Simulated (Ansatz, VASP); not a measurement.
# One calculation of Si, two programs

```
CELL_PARAMETERS angstrom
-0.01453 2.70419 2.72683
2.70419 -0.01453 2.72683
2.68966 2.68966 0.00000
ATOMIC_POSITIONS crystal
Si 0.99926 0.99926 0.00074
Si 0.25074 0.25074 0.24926
```

Change from the starting cell: strained cell.

Alike in both runs: task relaxation of the atoms; functional PBEsol; k mesh 10 × 10 × 10; occupations gaussian, width 0.02 eV; no spin polarisation.

|  | VASP | Ansatz |
| --- | --- | --- |
| version | VASP 6.6.1 | Ansatz 0.2.0 |
| potentials or method | VASP PAW PBE potentials, release 64 (Si) | scalar-relativistic, plane waves, PAW |
| plane-wave cutoff (eV) | 520 | 420 |
| valence electrons in the cell | 8 | 8 |

```tsv
	VASP	Ansatz	Ansatz less VASP
gap on the k mesh at the Fermi level, each at its own relaxed structure (eV)	0.36	0.37	+0.005
```

Ansatz warned: «stress_scf_threshold_loose».

Caveats: the relaxation stopped at its first step, so nothing moved.
